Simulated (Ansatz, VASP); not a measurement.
# One calculation of Ti2Si3, two programs

```
CELL_PARAMETERS angstrom
4.53864 0.00000 0.00000
0.00000 4.53864 0.00000
0.00000 0.00000 6.74258
ATOMIC_POSITIONS crystal
Ti 0.00000 0.00000 0.14463
Ti 0.00000 0.00000 0.85537
Si 0.50000 0.00000 0.50000
Si 0.00000 0.50000 0.50000
Si 0.00000 0.00000 0.50000
```

Alike in both runs: functional PBE; k mesh 6 × 6 × 4; occupations gaussian, width 0.1 eV; no spin polarisation.

Ansatz relaxed the structure, and its values are those at the end. VASP's run is a single point on that final structure, the one shown.

|  | VASP | Ansatz |
| --- | --- | --- |
| version | VASP 6.6.1 | Ansatz 0.2.0 |
| potentials or method | VASP PAW PBE potentials, release 64 (Ti_sv, Si) | scalar-relativistic, plane waves, PAW |
| plane-wave cutoff (eV) | 520 | 420 |
| valence electrons in the cell | 36 | 36 |

```csv
,VASP,Ansatz,Ansatz less VASP
gap on the k mesh at the Fermi level (eV),none,none,-
pressure (GPa),0.4,0.0,-0.40
rms of the force components (eV/Å),0.236,0.006,-0.2303
```

A gap of «none» marks a metal or a gap that the smearing closes. One of these differences is far larger than is usual between the two programs; its cause wasn't traced.
